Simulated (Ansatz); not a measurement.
# TaC (211): surface energy and levels, part 2 of 3

Aim: for TaC, compute energy, relaxation and work function or band edges of the (211) face.

Ansatz 0.2.0; DFT PBE, scalar-relativistic, plane waves, PAW. The steps go on from the part before.

## 4. Single point on the unrelaxed (211) slab

A dipole layer in the vacuum cancels the field that periodic copies would set up if the slab's two faces differ.

File input.yaml:

```yaml
crystal:
  lattice:
    - [3.1644852845, 0.0, 0.0]
    - [0.0, 7.7513742456, 0.0]
    - [0.0, 0.0, 24.1350821543]
  atoms:
    - { symbol: Ta, position: [0.5, 0.6666666667, 0.3107509621] }
    - { symbol: C, position: [0.5, 0.1666666667, 0.3107509621] }
    - { symbol: Ta, position: [0.0, 0.3333333333, 0.3486007697] }
    - { symbol: C, position: [0.0, 0.8333333333, 0.3486007697] }
    - { symbol: Ta, position: [0.5, 0.0, 0.3864505773] }
    - { symbol: C, position: [0.5, 0.5, 0.3864505773] }
    - { symbol: Ta, position: [0.0, 0.6666666667, 0.4243003848] }
    - { symbol: C, position: [0.0, 0.1666666667, 0.4243003848] }
    - { symbol: Ta, position: [0.5, 0.3333333333, 0.4621501924] }
    - { symbol: C, position: [0.5, 0.8333333333, 0.4621501924] }
    - { symbol: Ta, position: [0.0, 0.0, 0.5] }
    - { symbol: C, position: [0.0, 0.5, 0.5] }
    - { symbol: Ta, position: [0.5, 0.6666666667, 0.5378498076] }
    - { symbol: C, position: [0.5, 0.1666666667, 0.5378498076] }
    - { symbol: Ta, position: [0.0, 0.3333333333, 0.5756996152] }
    - { symbol: C, position: [0.0, 0.8333333333, 0.5756996152] }
    - { symbol: Ta, position: [0.5, 0.0, 0.6135494227] }
    - { symbol: C, position: [0.5, 0.5, 0.6135494227] }
    - { symbol: Ta, position: [0.0, 0.6666666667, 0.6513992303] }
    - { symbol: C, position: [0.0, 0.1666666667, 0.6513992303] }
    - { symbol: Ta, position: [0.5, 0.3333333333, 0.6892490379] }
    - { symbol: C, position: [0.5, 0.8333333333, 0.6892490379] }
basis:
  ecutwfc: 420
kpoints:
  mp_grid: { grid: [11, 5, 1] }
hamiltonian:
  xc: pbe
scf:
  occupations: { method: gaussian, width: 0.1 }
output:
  forces: true
  eigenvalues: true
  write_density: true
  write_potential: true
  elf: true
  volumetric_format: npy
efield:
  axis: 3
  dipole_correction: true
  ramp_width: 0.04
```

Launch:

```bash
$ ansatz run input.yaml --threads 8 --pin off --max-ram 15360MiB --backend cpu --events-out ev --progress --plain --runs-dir out
```

Output:

```text
Warning: RAYON_NUM_THREADS=8 ignored (pool sized by the plan → 8); use --threads N
Engine: ansatz 0.2.0, aarch64-unknown-linux-gnu
Pseudopotentials: kind: paw
Pseudopotential: Ta, paw, valence charge 13, recommended cutoff 420 eV (normal), Ta.paw.azcp
Pseudopotential: C, paw, valence charge 4, recommended cutoff 420 eV (normal), C.paw.azcp
Functional definition: PBE
  parameter kappa = 0.804
  parameter beta = 0.06672455060314922
  exchange = pbe_x(kappa = kappa, mu = beta*pi^2/3)
  correlation = pbe_c(beta = beta)
Crystal: 22 atoms, lattice volume = 592.012 Å³
Basis set: ecut = 420 eV, 11567 PW (Γ), exchange–correlation on 48×108×324 points (8 copies of the dense FFT grid, shifted against one another)
Bands: 116, of which v1, the nominal top of the filled ones, is band 94 counted from 1 (93 counted from 0)
Symmetry: 2 space group operations
k-points: 18 of 55 (time reversal used)
Non-local potential: Ta, projectors of the file, l = 0: 3, l = 1: 2, l = 2: 2, l = 3: 1
Non-local potential: C, projectors of the file, l = 0: 2, l = 1: 2, l = 2: 1
PAW form: soft (Blöchl's): semilocal exchange-correlation on the pseudo side does not see the compensation charge
PAW one-centre angular grid: Ta, 590 points (default); XC on 64 Gauss nodes
PAW one-centre angular grid: C, 110 points (default); XC on 64 Gauss nodes
Initial density: superposition of atomic densities (neutral atoms: chi_scale 0, normalization atom), corrected by the library's trained network
Initial wavefunctions: pseudopotential atomic-orbital guess
Functional: x = pbe(κ = 0.804, μ = 0.2195149727645171), c = pbe(β = 0.06672455060314922)
SCF iter   1: F=—  HF=-112015.836009 eV  |F-HF|=—  |Δ(HF+E_count)|=         —  Δρ=4.34e-3  dr2=2.70e-1  ethr=1.77e-3  p=0.000 e·Å  D=2.28e-13 V/Å  ΔV_dip=-0.00 eV  dr2_dipole=3.19e-7  V_vac-E_F(+/−)=4.78/4.78 eV  ⟨swp⟩=8.6  Hψ=10524  notcnv=0
efield: sawtooth ramp at fractional position 0.9800 (placed from the atoms, in the widest stretch of the axis that holds none; the zero of the levels goes with the place), width 0.0400; the density the first Hamiltonian is built on has a dipole p = 0.000 e·Å; the dipole correction subtracts the counter field D = 2.28e-13 V/Å, which shifts the + side's vacuum level by -0.00 eV against the − side's; the planar-averaged density in the ramp window peaks in size at 3.6e-5 e/Å³
preconditioner: auto → LDOS  [metal: Δε(μ)=0.020 eV  Ē_g=7.267 eV  σ=0.100 eV  W_gap=0.11  n_scr=114 (ndim 8)  ℏωp=15.2 eV  f_vac=0.494  D(μ)=7.68/eV (n_scr^D=28)  β→1.0]
SCF iter   2: F=—  HF=-112015.818892 eV  |F-HF|=—  |Δ(HF+E_count)|=   1.71e-2  Δρ=2.52e-3  dr2=9.21e-2  ethr=1.44e-4  p=0.000 e·Å  D=2.60e-5 V/Å  ΔV_dip=-0.00 eV  dr2_dipole=2.01e-6  V_vac-E_F(+/−)=4.45/4.45 eV  ⟨swp⟩=2.5  Hψ=3587  notcnv=0  defer=168
SCF iter   3: F=—  HF=-112015.807038 eV  |F-HF|=—  |Δ(HF+E_count)|=   1.19e-2  Δρ=6.26e-4  dr2=7.43e-3  ethr=4.92e-5  p=0.000 e·Å  D=5.16e-6 V/Å  ΔV_dip=-0.00 eV  dr2_dipole=2.43e-8  V_vac-E_F(+/−)=4.51/4.51 eV  ⟨swp⟩=2.0  Hψ=2883  notcnv=0  defer=168
SCF iter   4: F=—  HF=-112015.806889 eV  |F-HF|=—  |Δ(HF+E_count)|=   1.49e-4  Δρ=2.37e-4  dr2=1.07e-3  ethr=3.97e-6  p=0.000 e·Å  D=1.60e-6 V/Å  ΔV_dip=-0.00 eV  dr2_dipole=3.98e-9  V_vac-E_F(+/−)=4.47/4.47 eV  ⟨swp⟩=2.8  Hψ=3032  notcnv=0  defer=168
SCF iter   5: F=—  HF=-112015.806964 eV  |F-HF|=—  |Δ(HF+E_count)|=   7.49e-5  Δρ=9.77e-5  dr2=1.20e-4  ethr=5.73e-7  p=-0.000 e·Å  D=-6.30e-8 V/Å  ΔV_dip=0.00 eV  dr2_dipole=1.63e-9  V_vac-E_F(+/−)=4.44/4.44 eV  ⟨swp⟩=2.6  Hψ=3222  notcnv=0  defer=168
SCF iter   6: F=—  HF=-112015.806983 eV  |F-HF|=—  |Δ(HF+E_count)|=   1.91e-5  Δρ=3.71e-5  dr2=1.74e-5  ethr=6.43e-8  p=-0.000 e·Å  D=-2.78e-7 V/Å  ΔV_dip=0.00 eV  dr2_dipole=3.26e-10  V_vac-E_F(+/−)=4.43/4.43 eV  ⟨swp⟩=2.6  Hψ=3300  notcnv=0  defer=168
SCF iter   7: F=—  HF=-112015.807875 eV  |F-HF|=—  |Δ(HF+E_count)|=   8.91e-4  Δρ=1.14e-5  dr2=9.09e-7  ethr=9.33e-9  p=-0.000 e·Å  D=-9.70e-8 V/Å  ΔV_dip=0.00 eV  dr2_dipole=3.59e-11  V_vac-E_F(+/−)=4.43/4.43 eV  ⟨swp⟩=2.5  Hψ=3060  notcnv=0  defer=29
SCF iter   8: F=—  HF=-112015.807876 eV  |F-HF|=—  |Δ(HF+E_count)|=   1.59e-6  Δρ=4.51e-6  dr2=2.50e-7  ethr=4.86e-10  p=-0.000 e·Å  D=-2.42e-8 V/Å  ΔV_dip=0.00 eV  dr2_dipole=6.58e-12  V_vac-E_F(+/−)=4.43/4.43 eV  ⟨swp⟩=3.2  Hψ=3919  notcnv=0  defer=29
SCF iter   9: F=-112015.807877 eV  HF=-112015.807877 eV  |F-HF|=1.25e-8  |Δ(HF+E_count)|=   2.74e-7  Δρ=1.24e-6  dr2=2.62e-8  ethr=5.35e-11  p=-0.000 e·Å  D=-8.20e-9 V/Å  ΔV_dip=0.00 eV  dr2_dipole=9.32e-15  V_vac-E_F(+/−)=4.43/4.43 eV  ⟨swp⟩=23.0  Hψ=19522  notcnv=0
SCF 1 converged in 9 iterations: F = -112015.807877 eV  dr2 = 2.62e-8
WARN: The output density's exchange-correlation potential varies sharply where the density is thin. Do not read a vacuum level from v_tot or v_xc, or from such a field of the output density. On a cell that repeats whose density bears no net charge and no dipole along the vacuum's axis use v_es (v_loc + v_h of the components); under efield.dipole_correction with no amplitude use v_es + v_field, which holds any external_charges[].barrier, or the levels of the report's work_function block, which leave it out; under a non-zero efield.amplitude the vacuum is tilted and has no level; on a cell that repeats and bears such a dipole with no correction it is tilted too, and efield.dipole_correction with no amplitude gives each side of its ramp a level where efield: is served; in a cell that repeats whose density bears a net charge (total_charge, or a fill off its count) it is curved and has none; of a slab under crystal.periodic whose density bears no net charge use v_es, which has a level on each side, short of where the two are joined; of another it falls or rises all the way out and has none; of a slab beside external_charges read slab_vacuum_level instead, which it has where they leave it neutral. The grid or the basis barely resolves most such structure, and the values can differ between equally converged runs; as a rule a tighter scf.convergence.dr2_threshold does not remove it. Where the density itself ripples (under the LDA too) a higher basis.ecutwfc lessens it. The files hold the spikes' plane waves up to the density's cutoff. Files: v_tot_of_output_density and the like, and their columns of v_z.tsv (output.write_potential); v_xc_of_output_density and the like, and their columns of v_comp_z.tsv (output.write_potential_components). Measured: with its Gaussian average of σ = 0.25 Å subtracted twice, the exchange-correlation potential is over 0.1 eV at 57 of the grid points where the equally averaged density (valence and model cores) is under 1e-3 e/Å³, and 0.184 eV at the most among them, at an averaged density of 4.8e-8 e/Å³. The input density's (outcome.potential() and, of a run that writes arrays, v_tot and v_xc) is over 0.1 eV, so measured, at 18 points of its own thin density, 0.127 eV at the most. See output.write_potential in the manual, Limitations
SCF converged after 9 iterations
Free energy (F): -112015.807877 eV
Harris-Foulkes:  -112015.807877 eV  (|F-HF|=1.25e-8)
Internal energy: -112015.766129 eV  (E = F + TS)
E sigma→0 (E₀):  -112015.787003 eV
Entropy (-TS):   -0.041748 eV (-1.898 meV/atom)
Fermi energy:    5.535380 eV
Dipole field:    D = -0.000000 V/Å  (p = -0.000000 e·Å, saw-weighted, corrected)
Work function:   Φ+ = 4.4258 eV   Φ− = 4.4259 eV
Levels:          The Fermi level and band energies are counted from a zero that moves with the ramp; work functions are not
--- Per-component energies (eV) ---
  E_band       = -3325.838527
  E_kinetic    = 4968.530543
  E_local      = -182131.856215  (includes V_loc(G=0)·N_el)
  E_nonlocal   = 448.133173
  E_hartree    = 88796.161182
  E_xc         = -2926.189671
  E_vxc        = -2892.230483  (∫ρ·V_xc dr)
  E_paw        = -93448.520458  (= ΣΔE_a)
  E_vpaw       = -1310.772216  (= ΣTr[D̂ρ^β])
  E_aug_tail   = 0.001822  (compensation charges beyond the density's cutoff)
  E_efield     = 0.000000  (sawtooth field / dipole correction)
  E_vefield    = 0.000000  (∫n·V_field dr)
  E_ewald      = 72277.973493
  E_smearing   = -0.041748  (= −TS)
  E_closure    = 0.000000  (closes the sum)
  Σ components = -112015.807877   (vs F -112015.807877, Δ=0.00e0)
--- Forces (eV/Å), atoms counted from 1 ---
  atom   1  Ta     0.00000000     0.84776895     3.67672693
  atom   2  C      0.00000000     1.36253070     2.48460409
  atom   3  Ta     0.00000000    -2.52260967    -1.24764013
  atom   4  C      0.00000000    -1.23699766    -1.33524298
  atom   5  Ta     0.00000000     0.03896228    -2.39351728
  atom   6  C      0.00000000     0.84098402    -1.17292582
  atom   7  Ta     0.00000000    -0.37230161     0.13585787
  atom   8  C      0.00000000     0.53136358    -0.18353129
  atom   9  Ta     0.00000000     0.54365306    -0.21512936
  atom  10  C      0.00000000     0.15478754     0.08511734
  atom  11  Ta     0.00000000    -0.00000043    -0.00000018
  atom  12  C      0.00000000     0.00000010    -0.00000001
  atom  13  Ta     0.00000000    -0.54365277     0.21512917
  atom  14  C      0.00000000    -0.15478787    -0.08511742
  atom  15  Ta     0.00000000     0.37230211    -0.13585781
  atom  16  C      0.00000000    -0.53136394     0.18353085
  atom  17  Ta     0.00000000    -0.03896274     2.39351750
  atom  18  C      0.00000000    -0.84098353     1.17292612
  atom  19  Ta     0.00000000     2.52260980     1.24764054
  atom  20  C      0.00000000     1.23699753     1.33524319
  atom  21  Ta     0.00000000    -0.84776849    -3.67672659
  atom  22  C      0.00000000    -1.36253158    -2.48460398
  max |Σ_I F_I| component: 7.51e-7 eV/Å
--- Band table (eV; the first three rows and the last of 18) ---
  k-point 0: bands = ["-63.2805", "-63.1801", "-63.1726", "-63.1721", "-63.1706", "-63.1142", "-63.1110", "-62.8077", "-62.8075", "-62.6862", "-62.6862", "-30.0619", "-30.0117", "-30.0097", "-29.9492", "-29.9439", "-29.8936", "-29.8558", "-29.7172", "-29.7144", "-29.7000", "-29.6543", "-29.6163", "-29.6134", "-29.6041", "-29.5853", "-29.5820", "-29.5527", "-29.5499", "-29.5103", "-29.4062", "-29.4031", "-29.3256", "-29.2779", "-29.2778", "-29.2723", "-29.2327", "-29.2230", "-29.2001", "-29.1970", "-29.0915", "-29.0902", "-29.0386", "-29.0386", "-8.6987", "-7.5151", "-6.8636", "-6.4980", "-6.4047", "-6.1321", "-6.0656", "-5.5241", "-5.3134", "-4.0725", "-4.0003", "-1.5592", "-1.4827", "-0.9256", "-0.9217", "-0.6318", "-0.3840", "-0.0562", "0.1633", "0.6733", "0.7124", "0.8186", "0.8445", "1.0016", "1.0396", "1.0514", "1.1800", "1.2030", "1.4144", "1.6438", "1.8114", "1.8124", "1.8983", "2.3017", "2.5563", "2.7930", "2.9459", "2.9778", "3.3226", "3.6736", "3.7751", "3.9230", "4.1002", "4.5259", "4.5590", "4.9567", "5.0922", "5.1330", "5.3996", "5.5917", "5.5954", "5.6315", "5.7972", "5.8743", "6.2185", "6.2900", "6.4181", "6.4517", "6.7924", "6.9747", "7.0050", "7.0285", "7.0862", "7.5268", "7.6063", "7.7277", "7.8068", "7.9280", "8.0464", "8.1223", "8.1444", "8.2967"]
  k-point 1: bands = ["-63.2805", "-63.1806", "-63.1726", "-63.1722", "-63.1702", "-63.1142", "-63.1110", "-62.8077", "-62.8075", "-62.6862", "-62.6862", "-30.0794", "-30.0364", "-29.9925", "-29.9714", "-29.9145", "-29.8694", "-29.8337", "-29.7574", "-29.7106", "-29.6886", "-29.6616", "-29.6247", "-29.6125", "-29.5955", "-29.5831", "-29.5753", "-29.5564", "-29.5484", "-29.5111", "-29.4079", "-29.3961", "-29.3226", "-29.2775", "-29.2774", "-29.2747", "-29.2319", "-29.2230", "-29.2009", "-29.1978", "-29.0968", "-29.0954", "-29.0383", "-29.0380", "-8.5866", "-7.4431", "-7.1281", "-6.8314", "-6.3085", "-6.2038", "-5.7485", "-5.5078", "-5.2313", "-4.0595", "-3.9282", "-1.8572", "-1.7749", "-1.1024", "-0.7270", "-0.3348", "-0.1085", "0.0370", "0.3183", "0.5660", "0.6091", "0.6192", "0.7150", "0.9331", "1.1477", "1.1583", "1.2786", "1.3025", "1.4818", "1.6692", "1.8718", "1.8962", "1.9903", "2.4066", "2.5079", "2.8190", "2.9529", "2.9850", "3.3223", "3.6040", "3.6108", "3.8847", "4.0443", "4.2342", "4.6044", "4.6627", "5.0255", "5.0382", "5.1132", "5.6133", "5.6489", "5.6927", "5.8027", "5.8608", "6.1423", "6.1718", "6.4517", "6.7055", "6.7418", "7.0144", "7.0433", "7.0958", "7.3740", "7.4812", "7.5351", "7.6300", "7.7759", "7.9815", "8.1205", "8.1400", "8.1871", "8.2102"]
  k-point 2: bands = ["-63.2804", "-63.1812", "-63.1726", "-63.1722", "-63.1697", "-63.1141", "-63.1111", "-62.8077", "-62.8075", "-62.6861", "-62.6861", "-30.1065", "-30.0516", "-29.9908", "-29.9505", "-29.9032", "-29.8732", "-29.8090", "-29.7418", "-29.7031", "-29.6942", "-29.6699", "-29.6417", "-29.6402", "-29.5827", "-29.5724", "-29.5687", "-29.5643", "-29.5456", "-29.5125", "-29.3984", "-29.3842", "-29.3247", "-29.2812", "-29.2768", "-29.2767", "-29.2290", "-29.2225", "-29.2021", "-29.1992", "-29.1062", "-29.1033", "-29.0377", "-29.0373", "-8.2625", "-7.7525", "-7.2448", "-6.9586", "-6.3785", "-6.2908", "-5.5823", "-5.4960", "-4.9577", "-4.0338", "-3.7751", "-2.4342", "-1.9574", "-1.1608", "-0.4253", "-0.1571", "0.0762", "0.0931", "0.4453", "0.4531", "0.4974", "0.5734", "0.6700", "1.0133", "1.1669", "1.2237", "1.3468", "1.3582", "1.5741", "1.9141", "2.0301", "2.0723", "2.2514", "2.2575", "2.6919", "2.8014", "2.8314", "2.9689", "3.1973", "3.2483", "3.3609", "3.7197", "3.9750", "4.3029", "4.4433", "4.6788", "4.6991", "4.8710", "5.0253", "5.3264", "5.5709", "5.7714", "5.7972", "5.8313", "5.9194", "6.1354", "6.5362", "6.7333", "6.7723", "6.9752", "7.0980", "7.2973", "7.3880", "7.4646", "7.7988", "7.8579", "7.9499", "8.0060", "8.1281", "8.1308", "8.1445", "8.2191"]
  k-point 17: bands = ["-63.2650", "-63.1635", "-63.1589", "-63.1589", "-63.1562", "-63.1006", "-63.1005", "-62.7934", "-62.7934", "-62.6727", "-62.6727", "-30.1173", "-30.0889", "-30.0073", "-29.9995", "-29.9802", "-29.9164", "-29.8771", "-29.8413", "-29.8249", "-29.7593", "-29.7357", "-29.7302", "-29.7004", "-29.6848", "-29.6755", "-29.6512", "-29.6126", "-29.6048", "-29.6020", "-29.5319", "-29.5301", "-29.5124", "-29.4881", "-29.4205", "-29.4147", "-29.2992", "-29.2929", "-29.2576", "-29.2436", "-29.2208", "-29.2185", "-29.1003", "-29.1000", "-6.5860", "-6.4710", "-6.3731", "-6.1938", "-6.0615", "-5.7577", "-5.4934", "-5.0688", "-4.7783", "-3.5196", "-3.4051", "-2.2947", "-2.1883", "-1.0932", "-1.0204", "-0.2880", "-0.2019", "0.0604", "0.2415", "0.4101", "0.4780", "0.5072", "0.5549", "0.5742", "0.6254", "0.6918", "0.9515", "0.9854", "1.1067", "1.1641", "1.2560", "1.4937", "1.5322", "1.6551", "1.7740", "1.8509", "2.2120", "2.5627", "2.8676", "3.2084", "3.3652", "3.4765", "3.9059", "4.1501", "4.3469", "4.8616", "5.2257", "5.3854", "5.6272", "5.8232", "5.8955", "6.1027", "6.5056", "6.6454", "6.8265", "7.0470", "7.2492", "7.5000", "7.6097", "7.7916", "7.8590", "7.9805", "8.2358", "8.2766", "8.2894", "8.5463", "8.7158", "8.7307", "8.8497", "8.9773", "9.0866", "9.1424"]
```

It took 28 s on 8 threads of Arm Neoverse V2, shared host; peak memory 3 GiB.

This gives work function 4.43 eV.

Density in a lattice plane of the grid's cell (edges 7.75 and 24.14 Å, at 0.500 of the third edge), which holds Ta and C.

Values in e/Å³, 12 rows by 6 columns:
```
0.00 0.00 0.00 0.00 0.00 0.00
0.00 0.00 0.00 0.00 0.00 0.00
0.01 0.01 0.06 0.02 0.02 0.04
0.26 0.25 3.68 0.32 0.25 1.17
2.30 0.39 0.24 0.88 0.46 0.24
0.24 0.58 1.04 0.24 1.04 0.58
2.30 0.24 0.46 0.88 0.24 0.39
0.26 1.17 0.25 0.32 3.68 0.25
0.01 0.04 0.02 0.02 0.06 0.01
0.00 0.00 0.00 0.00 0.00 0.00
0.00 0.00 0.00 0.00 0.00 0.00
0.00 0.00 0.00 0.00 0.00 0.00
```
Columns run along the first of these edges and rows up along the second, over one cell in 6 and 12 even steps from the bottom left corner. Atoms in the plane (fractional): Ta at (0.67, 0.31), C at (0.17, 0.31), Ta at (0.00, 0.39), C at (0.50, 0.39), Ta at (0.33, 0.46), C at (0.83, 0.46), Ta at (0.67, 0.54), C at (0.17, 0.54), Ta at (0.00, 0.61), C at (0.50, 0.61), Ta at (0.33, 0.69), C at (0.83, 0.69).

ELF in the same plane.

Ten even steps from '0' (0.00) to '9' (0.81):
```
00000000
00000000
00000000
00000000
10000145
61872497
52139466
42274722
46922782
38333338
42872296
42274722
56649312
67942781
15410000
00000000
00000000
00000000
00000000
00000000
```
Columns run along the first of these edges and rows up along the second, over one cell in 8 and 20 even steps from the bottom left corner. Atoms in the plane (fractional): Ta at (0.67, 0.31), C at (0.17, 0.31), Ta at (0.00, 0.39), C at (0.50, 0.39), Ta at (0.33, 0.46), C at (0.83, 0.46), Ta at (0.67, 0.54), C at (0.17, 0.54), Ta at (0.00, 0.61), C at (0.50, 0.61), Ta at (0.33, 0.69), C at (0.83, 0.69).

Both are smooth fields of the valence electrons: close to the nuclei they are not physical.

The highest ELF values outside the cores: 0.86 beside C, off the lines to its neighbours, 0.7 Å from C; 0.79 in the shell around C, 0.8 Å from C; 0.79 outside the outer layer, 2.1 Å from Ta.

[end of part 2 of 3]
